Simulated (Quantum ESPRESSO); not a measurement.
# MoS2 (P6_3/mmc) in Quantum ESPRESSO: a series of runs, part 2 of 2

Quantum ESPRESSO 7.5. Earlier steps stand in the parts before.

## 3. Phonons, LDA

pw.in reads:

```
&CONTROL
  calculation = 'scf'
  prefix = 'pwscf'
  outdir = './tmp'
  pseudo_dir = './pseudo'
  tprnfor = .true.
  tstress = .true.
  disk_io = 'low'
/
&SYSTEM
  ibrav = 0
  celldm(1) = 8
  nat = 6
  ntyp = 2
  ecutwfc = 80
  nbnd = 36
  occupations = 'smearing'
  smearing = 'fd'
  degauss = 0.00367493
/
&ELECTRONS
  conv_thr = 1.2d-09
  electron_maxstep = 120
  mixing_beta = 0.5
/
ATOMIC_SPECIES
Mo    95.9500 Mo.upf
S     32.0600 S.upf
CELL_PARAMETERS alat
  0.7485677611174   0.0000000000000   0.0000000000000
 -0.3742838805587   0.6482786975834   0.0000000000000
  0.0000000000000   0.0000000000000   2.9111230949860
ATOMIC_POSITIONS crystal
Mo     0.6666666667    0.3333333333    0.7500000000
Mo     0.3333333333    0.6666666667    0.2500000000
S      0.6666666667    0.3333333333    0.3770000000
S      0.3333333333    0.6666666667    0.8770000000
S      0.6666666667    0.3333333333    0.1230000000
S      0.3333333333    0.6666666667    0.6230000000
K_POINTS automatic
8 8 2 0 0 1
```

relax.in reads:

```
&CONTROL
  calculation = 'vc-relax'
  prefix = 'pwscf'
  outdir = './tmp'
  pseudo_dir = './pseudo'
  tprnfor = .true.
  tstress = .true.
  disk_io = 'low'
  nstep = 40
  forc_conv_thr = 0.0001
  etot_conv_thr = 1d-06
/
&SYSTEM
  ibrav = 0
  celldm(1) = 8
  nat = 6
  ntyp = 2
  ecutwfc = 80
  nbnd = 36
  occupations = 'smearing'
  smearing = 'fd'
  degauss = 0.00367493
/
&ELECTRONS
  conv_thr = 1.2d-09
  electron_maxstep = 120
  mixing_beta = 0.5
/
&IONS
  ion_dynamics = 'bfgs'
/
&CELL
  cell_dynamics = 'bfgs'
  press = 0
  press_conv_thr = 0.2
/
ATOMIC_SPECIES
Mo    95.9500 Mo.upf
S     32.0600 S.upf
CELL_PARAMETERS alat
  0.7485677611184   0.0000000000000   0.0000000000000
 -0.3742838805592   0.6482786975825   0.0000000000000
  0.0000000000000   0.0000000000000   2.9111230949860
ATOMIC_POSITIONS crystal
Mo     0.6666666666    0.3333333332    0.7500000000
Mo     0.3333333332    0.6666666666    0.2500000000
S      0.6666666666    0.3333333332    0.3770000000
S      0.3333333332    0.6666666666    0.8770000000
S      0.6666666666    0.3333333332    0.1230000000
S      0.3333333332    0.6666666666    0.6230000000
K_POINTS automatic
8 8 2 0 0 1
```

gamma.in reads:

```
&CONTROL
  calculation = 'bands'
  prefix = 'pwscf'
  outdir = './tmp'
  pseudo_dir = './pseudo'
  disk_io = 'low'
  verbosity = 'high'
/
&SYSTEM
  ibrav = 0
  celldm(1) = 8
  nat = 6
  ntyp = 2
  ecutwfc = 80
  nbnd = 36
  occupations = 'smearing'
  smearing = 'fd'
  degauss = 0.00367493
/
&ELECTRONS
  conv_thr = 1d-08
  electron_maxstep = 120
  mixing_beta = 0.5
  diago_full_acc = .true.
  startingwfc = 'random'
/
ATOMIC_SPECIES
Mo    95.9500 Mo.upf
S     32.0600 S.upf
CELL_PARAMETERS alat
  0.7376920770664   0.0000000000000   0.0000000000000
 -0.3688460385332   0.6388600789100   0.0000000000000
  0.0000000000000   0.0000000000000   2.8515163357566
ATOMIC_POSITIONS crystal
Mo     0.6666666665    0.3333333331    0.7500000000
Mo     0.3333333331    0.6666666665    0.2500000000
S      0.6666666665    0.3333333331    0.3787649002
S      0.3333333331    0.6666666665    0.8787649002
S      0.6666666665    0.3333333331    0.1212350998
S      0.3333333331    0.6666666665    0.6212350998
K_POINTS crystal
1
0.0 0.0 0.0 1
```

scf2.in reads:

```
&CONTROL
  calculation = 'scf'
  prefix = 'pwscf'
  outdir = './tmp'
  pseudo_dir = './pseudo'
  tprnfor = .true.
  tstress = .true.
  disk_io = 'low'
/
&SYSTEM
  ibrav = 0
  celldm(1) = 8
  nat = 6
  ntyp = 2
  ecutwfc = 80
  nbnd = 36
  occupations = 'fixed'
/
&ELECTRONS
  conv_thr = 1d-13
  electron_maxstep = 120
  mixing_beta = 0.5
  startingpot = 'file'
/
ATOMIC_SPECIES
Mo    95.9500 Mo.upf
S     32.0600 S.upf
CELL_PARAMETERS alat
  0.7376920770664   0.0000000000000   0.0000000000000
 -0.3688460385332   0.6388600789100   0.0000000000000
  0.0000000000000   0.0000000000000   2.8515163357566
ATOMIC_POSITIONS crystal
Mo     0.6666666665    0.3333333331    0.7500000000
Mo     0.3333333331    0.6666666665    0.2500000000
S      0.6666666665    0.3333333331    0.3787649002
S      0.3333333331    0.6666666665    0.8787649002
S      0.6666666665    0.3333333331    0.1212350998
S      0.3333333331    0.6666666665    0.6212350998
K_POINTS automatic
8 8 2 0 0 1
```

ph.in reads:

```
phonons of MoS2
&INPUTPH
  prefix = 'pwscf'
  outdir = './tmp'
  tr2_ph = 1d-18
  fildyn = 'dyn'
  niter_ph = 90
  alpha_mix(1) = 0.7
  epsil = True
/
0.0000000000 0.0000000000 0.0000000000
```

dynmat.in reads:

```
&INPUT
  fildyn = 'dyn'
  asr = 'crystal'
  lperm = .true.
  filout = 'dynmat.disp'
  fileig = 'dynmat.eig'
/
```

dynmat_lo.in reads:

```
&INPUT
  fildyn = 'dyn'
  asr = 'crystal'
  filout = 'dynmat_lo.disp'
  fileig = 'dynmat_lo.eig'
  q(1) = 0
  q(2) = 0
  q(3) = 1
/
```

Potentials or basis: PseudoDojo 0.4.1 SR LDA stringent.

On the command line:

```bash
$ OMP_NUM_THREADS=1 mpirun -n 4 pw.x -nk 2 -in pw.in > pw.out
$ OMP_NUM_THREADS=1 mpirun -n 4 pw.x -nk 2 -in relax.in > relax.out
$ OMP_NUM_THREADS=1 mpirun -n 4 pw.x -in gamma.in > gamma.out
$ OMP_NUM_THREADS=1 mpirun -n 4 pw.x -nk 2 -in scf2.in > scf2.out
$ OMP_NUM_THREADS=1 mpirun -n 4 ph.x -nk 2 -in ph.in > ph.out
$ OMP_NUM_THREADS=1 mpirun -n 1 dynmat.x -in dynmat.in > dynmat.out
$ OMP_NUM_THREADS=1 mpirun -n 1 dynmat.x -in dynmat_lo.in > dynmat_lo.out
```

pw.out:

```text
This program is part of the open-source Quantum ESPRESSO suite
     for quantum simulation of materials; please cite
[... 6 lines left out ...]
     using ibrav=0 with symmetry is DISCOURAGED, use correct ibrav instead

     K-points division:     npool     =       2
     Subspace diagonalization in iterative solution of the eigenvalue problem:
     a serial algorithm will be used

     --------------------
     sticks:   dense  smooth     PW     G-vecs:    dense   smooth      PW
     Min         396     396    111                34919    34919    5361
     Max         397     397    112                34922    34922    5372
     Sum         793     793    223                69841    69841   10733

     Using Slab Decomposition

     bravais-lattice index     =            0
     lattice parameter (alat)  =       8.0000  a.u.
     unit-cell volume          =     723.3082 (a.u.)^3
     number of atoms/cell      =            6
     number of atomic types    =            2
     number of electrons       =        52.00
     number of Kohn-Sham states=           36
     kinetic-energy cutoff     =      80.0000  Ry
     charge density cutoff     =     320.0000  Ry
     scf convergence threshold =      1.2E-09
     mixing beta               =       0.5000
     number of iterations used =            8  plain     mixing
     Exchange-correlation= SLA  PW   NOGX NOGC
                           (   1   4   0   0   0   0   0)

     celldm(1)=   8.000000  celldm(2)=   0.000000  celldm(3)=   0.000000
     celldm(4)=   0.000000  celldm(5)=   0.000000  celldm(6)=   0.000000

     crystal axes: (cart. coord. in units of alat)
               a(1) = (   0.748568   0.000000   0.000000 )
               a(2) = (  -0.374284   0.648279   0.000000 )
               a(3) = (   0.000000   0.000000   2.911123 )

     reciprocal axes: (cart. coord. in units 2 pi/alat)
               b(1) = (  1.335884  0.771273 -0.000000 )
               b(2) = (  0.000000  1.542546  0.000000 )
               b(3) = (  0.000000 -0.000000  0.343510 )

     PseudoPot. # 1 for Mo read from file:
     Mo.upf
     Pseudo is Norm-conserving + core correction, Zval = 14.0
     Generated using ONCVPSP code by D. R. Hamann
[... 41 lines left out ...]
        k(    4) = (   0.0000000   0.5784549   0.0858775), wk =   0.1875000
        k(    5) = (   0.0000000  -0.7712732   0.0858775), wk =   0.0937500
        k(    6) = (   0.1669856   0.2892275   0.0858775), wk =   0.1875000
        k(    7) = (   0.1669856   0.4820458   0.0858775), wk =   0.3750000
        k(    8) = (   0.1669856   0.6748641   0.0858775), wk =   0.3750000
        k(    9) = (   0.3339711   0.5784549   0.0858775), wk =   0.1875000
        k(   10) = (   0.3339711   0.7712732   0.0858775), wk =   0.1875000

     Dense  grid:    69841 G-vectors     FFT dimensions: (  36,  36, 144)

     Initial potential from superposition of free atoms

     starting charge      51.9977, renormalised to      52.0000
     Starting wfcs are   36 randomized atomic wfcs

     Self-consistent Calculation

     iteration #  1     ecut=    80.00 Ry     beta= 0.50
     Davidson diagonalization with overlap
     ethr =  1.00E-02,  avg # of iterations =  5.0

     total energy              =    -370.01866562 Ry
     estimated scf accuracy    <       0.83419745 Ry
[... 64 lines left out ...]
     iteration # 11     ecut=    80.00 Ry     beta= 0.50
     Davidson diagonalization with overlap
     ethr =  4.20E-12,  avg # of iterations =  2.0

     End of self-consistent calculation

          k = 0.0000 0.0000 0.0859 (  8808 PWs)   bands (ev):

   -50.6232 -50.6232 -24.8366 -24.8366 -24.6008 -24.6008 -24.6008 -24.6008
    -4.1209  -3.9292  -2.8528  -2.5333   3.9801   4.7115   7.4793   7.4793
     7.4885   7.4885   7.5113   8.5860   8.5860   8.6191   8.6191   8.9024
    10.1272  10.7006  12.8478  12.8478  12.8648  12.8648  13.0536  13.0536
    13.1751  13.1751  16.2092  16.3227
[... 19 lines left out ...]
   -50.5889 -50.5889 -24.9373 -24.9373 -24.7689 -24.7689 -24.6785 -24.6785
    -2.5100  -2.3878  -2.1106  -1.9743   4.4385   4.6803   5.3941   5.5633
     5.9968   6.4135   7.0717   7.1270   8.1393   8.4471   8.8716   8.9777
     9.0517   9.2404  12.2585  12.3444  12.3616  12.7585  13.4729  14.0735
    14.1409  14.4136  16.7281  17.2915

          k = 0.0000-0.7713 0.0859 (  8690 PWs)   bands (ev):

   -50.5830 -50.5830 -24.9933 -24.9933 -24.7572 -24.7572 -24.6917 -24.6917
    -2.1234  -2.0534  -1.9402  -1.8788   4.1116   4.3367   5.0835   5.2112
     5.7989   6.2456   6.8874   6.9446   8.0653   8.2494   9.0750   9.2191
     9.3674   9.4561  12.3439  12.3768  12.7666  12.9642  13.6277  14.2315
    14.2706  14.5458  15.9661  16.3230
[... 35 lines left out ...]
   -50.5788 -50.5788 -24.9258 -24.9258 -24.8118 -24.8118 -24.7490 -24.7490
    -1.8719  -1.8395  -1.7889  -1.7591   4.6542   4.7536   4.9821   5.1029
     6.0097   6.2109   6.6211   6.8458   7.0154   7.2634   7.9419   8.2293
     9.8533   9.9818  11.9478  11.9808  12.7635  13.3613  13.4128  13.5506
    14.6309  14.9774  16.7411  17.2798

     the Fermi energy is    11.1754 ev

!    total energy              =    -370.37790510 Ry
     estimated scf accuracy    <          2.6E-10 Ry
     smearing contrib. (-TS)   =      -0.00000021 Ry
     internal energy E=F+TS    =    -370.37790490 Ry

     The total energy is F=E-TS. E is the sum of the following terms:
     one-electron contribution =    -172.19425254 Ry
     hartree contribution      =     107.97468770 Ry
     xc contribution           =     -66.46335230 Ry
     ewald contribution        =    -239.69498775 Ry

     convergence has been achieved in  11 iterations

     Forces acting on atoms (cartesian axes, Ry/au):

     atom    1 type  1   force =     0.00000000    0.00000000   -0.00000000
     atom    2 type  1   force =    -0.00000000    0.00000000    0.00000000
     atom    3 type  2   force =     0.00000000    0.00000000   -0.01832473
     atom    4 type  2   force =    -0.00000000    0.00000000   -0.01832473
     atom    5 type  2   force =     0.00000000    0.00000000    0.01832473
     atom    6 type  2   force =    -0.00000000   -0.00000000    0.01832473

     Total force =     0.036649     Total SCF correction =     0.000052

     Computing stress (Cartesian axis) and pressure

          total   stress  (Ry/bohr**3)                   (kbar)     P=      -56.02
  -0.00039068   0.00000000   0.00000000          -57.47        0.00        0.00
   0.00000000  -0.00039068   0.00000000            0.00      -57.47        0.00
   0.00000000   0.00000000  -0.00036101            0.00        0.00      -53.11

=------------------------------------------------------------------------------=
   JOB DONE.
=------------------------------------------------------------------------------=
```

Wall time 12 min (4 MPI ranks of Intel Xeon 6975P-C (Granite Rapids), shared host); peak memory 0.48 GiB.

Results:

* Free energy: -5039.3218 eV
* Relaxed volume: 16.99 Å³/atom
* Relaxed cell: a = 3.123 Å, b = 3.123 Å, c = 12.072 Å, α = 90.00°, β = 90.00°, γ = 120.00°
* Space group after relaxing (to 0.05 Å): P6_3/mmc (No. 194)
* Pressure after relaxing: 0.0 GPa
* Electronic dielectric tensor (diagonal): 15.44, 15.44, 7.32
* Born charges (mean of the diagonal): Mo -1.05; S +0.52 e
* Highest phonon frequency at Γ, LO-TO splitting left out: 475 cm⁻¹
* Static dielectric tensor (diagonal): 15.66, 15.66, 7.40

The path:
```tsv
step	energy change (eV)	largest force (eV/Å)	pressure (GPa)	volume (Å³)
1	0.0000	0.4711	-5.60	107.18
2	-0.0636	0.1771	-0.30	104.15
3	-0.0680	0.1197	-0.22	103.86
4	-0.0705	0.0580	-0.11	103.50
5	-0.0710	0.0283	-0.07	103.29
6	-0.0713	0.0156	-0.05	103.14
7	-0.0717	0.0072	-0.03	102.99
8	-0.0723	0.0004	-0.02	102.79
9	-0.0730	0.0054	-0.01	102.54
10	-0.0737	0.0091	0.01	102.19
11	-0.0740	0.0079	0.02	101.87
12	-0.0740	0.0047	0.00	101.92
13	-0.0740	0.0000	0.00	101.96
```

Final structure:
```cif
data_structure
_symmetry_space_group_name_H-M 'P 1'
_symmetry_Int_Tables_number 1
_cell_length_a 3.1230
_cell_length_b 3.1230
_cell_length_c 12.0717
_cell_angle_alpha 90.000
_cell_angle_beta 90.000
_cell_angle_gamma 120.000
_cell_volume 101.96
loop_
_atom_site_label
_atom_site_type_symbol
_atom_site_fract_x
_atom_site_fract_y
_atom_site_fract_z
_atom_site_occupancy
Mo1 Mo 0.66667 0.33333 0.75000 1
Mo2 Mo 0.33333 0.66667 0.25000 1
S1 S 0.66667 0.33333 0.37876 1
S2 S 0.33333 0.66667 0.87876 1
S3 S 0.66667 0.33333 0.12124 1
S4 S 0.33333 0.66667 0.62124 1
```

Phonon frequencies in cm⁻¹ (negative: imaginary):
| q point | frequencies |
| --- | --- |
| (0.000, 0.000, 0.000) | -1 -1 1 35 35 56 288 288 291 291 389 389 389 389 409 413 471 475 |

Electronic dielectric tensor:
```
15.44  0.00  0.00
 0.00 15.44  0.00
 0.00  0.00  7.32
```

Born effective charge tensors (e):
atom 1, Mo
```
-1.16  0.00  0.00
 0.00 -1.16  0.00
 0.00  0.00 -0.84
```
atom 2, Mo
```
-1.16  0.00  0.00
 0.00 -1.16  0.00
 0.00  0.00 -0.84
```
atom 3, S
```
0.57 0.00 0.00
0.00 0.57 0.00
0.00 0.00 0.43
```
atom 4, S
```
0.57 0.00 0.00
0.00 0.57 0.00
0.00 0.00 0.43
```
atom 5, S
```
0.57 0.00 0.00
0.00 0.57 0.00
0.00 0.00 0.43
```
atom 6, S
```
0.57 0.00 0.00
0.00 0.57 0.00
0.00 0.00 0.43
```

Optical modes at Γ, degenerate ones joined, polar ones without the macroscopic field:
```csv
cm⁻¹,components,symmetry,active in,"IR intensity, summed ((D/Å)²/amu)"
35,2,E2g,Raman,0.00
56,1,B1g,silent,0.00
288,2,E2u,silent,0.00
291,2,E1g,Raman,0.00
389,2,E2g,Raman,0.00
389,2,E1u,IR,3.19
409,1,B2u,silent,0.00
413,1,A1g,Raman,0.00
471,1,A2u,IR,0.85
475,1,B1g,silent,0.00
```

Zone-centre frequencies without and with the macroscopic field along z (cm⁻¹):
```
                                           optical modes in rising order
       without  35 35 56 288 288 291 291 389 389 389 389 409 413 471 475
with the field  35 35 56 288 288 291 291 389 389 389 389 409 413 473 475
```

Static dielectric tensor, electrons and zone-centre modes:
```
15.66  0.00  0.00
 0.00 15.66  0.00
 0.00  0.00  7.40
```

Caveat: the mesh is thin for the dielectric tensor, Born charges and intensities, which usually come out too large; the layers were relaxed without a dispersion term, so their spacing and the soft interlayer modes are unreliable.
